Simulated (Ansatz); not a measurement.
Crystal: CsSnI3.

```
Cs I Sn
1.0
     6.20570    0.00000    0.00000
     0.00000    6.20570    0.00000
     0.00000    0.00000    6.20570
Cs I Sn
1 3 1
Direct
  0.00000 0.00000 0.00000
  0.50000 0.50000 0.00000
  0.50000 0.00000 0.50000
  0.00000 0.50000 0.50000
  0.50000 0.50000 0.50000
```

Base run:

| Item | Value |
| --- | --- |
| Program | Ansatz 0.2.0 |
| Functional | LDA |
| Potentials or basis | Ansatz PAW |
| Cutoff | 420 eV (not typed: the program's choice for these potentials) |
| k mesh | 5 × 5 × 5 |
| Occupations | fermi-dirac, width 0.05 eV |
| Spin | no spin polarisation |

Its results: pressure -1.6 GPa.

**Question.** The run is repeated on the same cell with these changes: functional from LDA to PBEsol. What comes out?

**Answer.** Pressure -0.7 GPa.

PBEsol binds less tightly than LDA, so the same cell stands under more pressure.

Caveats: the cell was measured hot, at 500 K; the PAW data sets come from PBE, with cores solved anew for the run's functional, which leaves a small shift of forces and pressure.
